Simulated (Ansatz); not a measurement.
## Compressing NiO: a fit and a missing row

NiO, Fm-3m, a = 4.216 Å. Ansatz: PBE, PAW, 420 eV, Γ-centred 18×18×18 mesh on 2 atoms, Gaussian smearing 0.10 eV; collinear spin, largest moment 1.5 μB. Symmetry fixes shape and atoms, so the cell is only scaled; pressure is positive in compression.

```tsv
V (Å³/atom)	P (GPa)
8.245	?
8.526	19.00
8.807	11.60
9.089	5.35
9.370	0.01
9.651	-4.65
9.932	-8.77
10.307	-13.43
```

Take V0 = 9.370 Å³/atom, count pressures from its P0 = 0.01 GPa, fit the third-order Birch–Murnaghan form to the other rows, and predict the missing pressure.

With the Eulerian strain f = ½[(V0/V)^(2/3) − 1] and y = (P − P0)/[3f(1 + 2f)^(5/2)], the form is the line y = B0 + 1.5 B0 (B0′ − 4) f. Rows (f, y): 0.03248, 166.5; 0.02109, 165.2; 0.01025, 165.1; -0.00975, 167.4; -0.01904, 169.4; -0.03078, 170.6. Means f = 0.0007083, y = 167.37; Σ(Δf)² = 0.003007, ΣΔfΔy = -0.2356; the slope is their ratio. y = 167.4 − 78.37 f GPa, so B0 = 167.4 GPa and B0′ = 4 + 2 × (-78.37)/(3 × 167.4) = 3.69. At V = 8.245, f = 0.04451, y = 163.91 and P = 27.10 GPa. The run gave 27.58 GPa, so the fit is 0.48 GPa too low, 1.2 % of the span of the series, against an rms of 0.09 GPa on the fitted rows. The row lies outside the fitted range. The points of y bend away from a line: a fourth-order term fitted to them gives P = 27.69 GPa at this row's volume (the line 27.10, the run 27.58). The records add, with no proof that it causes the miss: the largest moment runs from 1.14 to 1.56 μB along the series.

The largest moment runs from 1.14 to 1.56 μB along the series, so B0 and B0′ hold the change of the moment too.

The cell holds one magnetic atom, so it can only be ferromagnetic; an antiferromagnetic order may lie lower.